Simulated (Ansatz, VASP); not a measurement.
# HfC in VASP and in Ansatz

File INCAR:

```
ALGO = Normal ; EDIFF = 1E-7
EDIFFG = -0.04 ; ENCUT = 600
GGA = PE ; IBRION = 2
ISIF = 3 ; ISMEAR = 0
LASPH = T ; LCHARG = F
LREAL = F ; LWAVE = F
NELM = 100 ; NSW = 90
PREC = Accurate ; SIGMA = 0.1
```

Contents of KPOINTS:

```
k-points
0
Gamma
  6 6 6
```

Contents of POSCAR:

```
HfC
1.0
    0.0000000000      2.7089274600      2.7089274600
    2.7089274600      0.0000000000      2.7089274600
    2.7089274600      2.7089274600      0.0000000000
Hf C
1 1
Direct
    0.7500000000      0.7500000000      0.7500000000
    0.0000000000      0.0000000000      0.0000000000
```

Input for Ansatz:

```yaml
crystal:
  lattice:
    - [0.0, 2.70892746, 2.70892746]
    - [2.70892746, 0.0, 2.70892746]
    - [2.70892746, 2.70892746, 0.0]
  atoms:
    - { symbol: Hf, position: [0.75, 0.75, 0.75] }
    - { symbol: C, position: [0.0, 0.0, 0.0] }
basis:
  ecutwfc: 420
kpoints:
  mp_grid: { grid: [6, 6, 6] }
hamiltonian:
  xc: pbe
scf:
  occupations: { method: gaussian, width: 0.1 }
  lower_state_search: "off"
output:
  forces: true
  stress: true
  eigenvalues: true
relax:
  adjacent_minimum: "off"
  f_tol: 0.04
  max_steps: 70
  cell: { stress_tol: 0.4 }
```

Change from the starting cell: ordered vacancies on the cation sites of antifluorite (F-43m, No. 216).

Alike in both runs: task relaxation of cell and atoms; functional PBE; k mesh 6 × 6 × 6; occupations gaussian, width 0.1 eV; no spin polarisation.

|  | VASP | Ansatz |
| --- | --- | --- |
| version | VASP 6.6.1 | Ansatz 0.2.0 |
| potentials or method | VASP PAW PBE potentials, release 64 (Hf_pv, C) | scalar-relativistic, plane waves, PAW |
| plane-wave cutoff (eV) | 600 | 420 |
| valence electrons in the cell | 14 | 30 |

|  | VASP | Ansatz | Ansatz less VASP |
| --- | --- | --- | --- |
| gap on the k mesh at the Fermi level, each at its own relaxed structure (eV) | 0.35 | 0.35 | -0.003 |
| relaxed volume (Å³/atom) | 16.01 | 16.03 | +0.020 |
| relaxed cell length with the largest relative difference (Å) | 3.565 | 3.566 | +0.0015 |
| energy change over the relaxation (meV/atom) | -330 | -317 | +13.1 |

The two sets of potentials don't hold the same shells in valence.

Caveats: the volume moved by over 15 % at a fixed basis, so the end points are rough (VASP); spin-orbit coupling is left out, which moves the levels of the heavy elements.
